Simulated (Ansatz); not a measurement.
The compound is IrCl2 (1T sheet).

The cell holds 3 atoms: 1 Ir and 2 Cl. Cell: a = 3.625 Å, b = 3.625 Å, c = 30.112 Å, α = 90.0°, β = 90.0°, γ = 120.0°. Vacuum lies along c.

```
Ir Cl
1.0
     0.00000    2.56291    2.56291
     2.56291   -2.56291    0.00000
    17.38504   17.38504  -17.38504
Ir Cl
1 2
Direct
  0.00000 0.00000 0.31808
  0.33333 0.66667 0.35687
  0.66667 0.33333 0.27929
```

The structure was relaxed with LDA. The structure was generated from a model, not taken from a measurement. The runs that relaxed it are not among those shown. The program's search for lower electronic states was switched off, so nothing shows that the state found is the lowest. Spin-orbit coupling is left out unless a run names it. PAW set soft_2, made with PBE.

A constrained-RPA run (Ansatz 0.2.0; non-magnetic LDA; Ir d + anion p, bands v10 to c1, 6×6×1 mesh, medium accuracy) builds 11 functions on bands 9.7 eV wide, with 19.0 electrons in the window. The bare on-site interaction is 14.6 eV and the bare J 0.56 eV.

Question: Estimate U, U′ and J.

On the Ir d shell, U = 5.89 eV (40 % of the bare value), U′ = 5.03 eV, J = 0.41 eV.

The parent state is non-magnetic and the interaction static (zero frequency); U depends on the window and the orbitals, so it belongs to this model alone. Spin-orbit coupling, which is strong for atoms this heavy, is left out. A window that holds the anion p bands defines a model with explicit ligands; its U belongs to that model and is not the U of DFT+U.

[Paths, hosts, dates, memory and timing lines, banners, echoed tables and standing remarks are left out of the program output.]

[Logs are printed without paths, hosts, clocks, repeated set-up lines and the standing remarks that a program may print on its own settings, such as how far it seeks lower states.]

[Runs of the session that timed out or met a known fault of the program may be left out.]

[Hosts, paths, dates, database ids (printed as entryN), source tags and the programs' standing remarks are cut or masked in the printed files.]
